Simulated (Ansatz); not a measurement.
# B (fcc type): the cost of one run

Program: Ansatz 0.2.0. Level of theory: DFT, PBE, PAW with Ansatz's default frozen-core files, scalar-relativistic. These are calculated values, not measurements.

## 1. The structure to begin with

It takes space group Fm-3m (No. 225, cubic). Conventional cell: a = 2.962 Å, b = 2.962 Å, c = 2.962 Å, α = 90.00°, β = 90.00°, γ = 90.00°. B (site symmetry m-3m) has 12 B at 2.09 Å as nearest neighbours.

As a file:

```cif
data_structure
_symmetry_space_group_name_H-M 'P 1'
_symmetry_Int_Tables_number 1
_cell_length_a 2.0948
_cell_length_b 2.0948
_cell_length_c 2.0948
_cell_angle_alpha 60.000
_cell_angle_beta 60.000
_cell_angle_gamma 60.000
_cell_volume 6.50
loop_
_atom_site_label
_atom_site_type_symbol
_atom_site_fract_x
_atom_site_fract_y
_atom_site_fract_z
_atom_site_occupancy
B1 B 0.00000 0.00000 0.00000 1
```

## 2. Cell relaxed at zero pressure, PAW

input.yaml

```yaml
crystal:
  lattice:
    - [0.0, 1.4812480342, 1.4812480342]
    - [1.4812480342, 0.0, 1.4812480342]
    - [1.4812480342, 1.4812480342, 0.0]
  atoms:
    - { symbol: B, position: [0.0, 0.0, 0.0] }
kpoints:
  mp_grid: { grid: [23, 23, 23] }
scf:
  occupations: { method: fermi_dirac, width: 0.1 }
hamiltonian:
  xc: pbe
  pseudopotentials: { kind: paw }
output:
  forces: true
  stress: true
relax:
  f_tol: 0.005
  max_steps: 40
  cell: {}
```

Command:

```sh
> ansatz run input.yaml --threads 1 --pin off --max-ram 3584MiB --backend cpu --events-out ev --progress --plain --runs-dir out
```

Q: Estimate wall time and peak memory on 1 thread of Intel Xeon 6975P-C (Granite Rapids), shared host.

About 5 s, with a peak of 0.34 GiB.
